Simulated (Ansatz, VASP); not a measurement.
## One calculation of Tl, two programs

```xyz
2
Lattice="3.4560 0.0000 0.0000 -1.7280 2.9930 0.0000 0.0000 0.0000 5.5250" Properties=species:S:1:pos:R:3 pbc="T T T"
Tl    0.0000    1.9953    1.3813
Tl    1.7280    0.9977    4.1438
```

Alike in both runs: task single point; functional r2SCAN; k mesh 15 × 15 × 10; occupations gaussian, width 0.15 eV; no spin polarisation.

|  | VASP | Ansatz |
| --- | --- | --- |
| version | VASP 6.6.1 | Ansatz 0.2.0 |
| potentials or method | VASP PAW PBE potentials, release 64 (Tl_d) | scalar-relativistic, plane waves, PAW |
| plane-wave cutoff (eV) | 520 | 500 |
| valence electrons in the cell | 26 | 26 |

```csv
,VASP,Ansatz,Ansatz less VASP
gap on the k mesh at the Fermi level (eV),none,none,-
pressure (GPa),1.8,1.9,+0.02
largest component of the traceless stress (GPa),0.27,0.27,-0.001
```

A gap of «none» marks a metal or a gap that the smearing closes.

Caveats: the PAW data sets were made with another functional, which shifts forces and pressure a little (VASP). Spin-orbit coupling is left out, which matters for the levels of Tl.
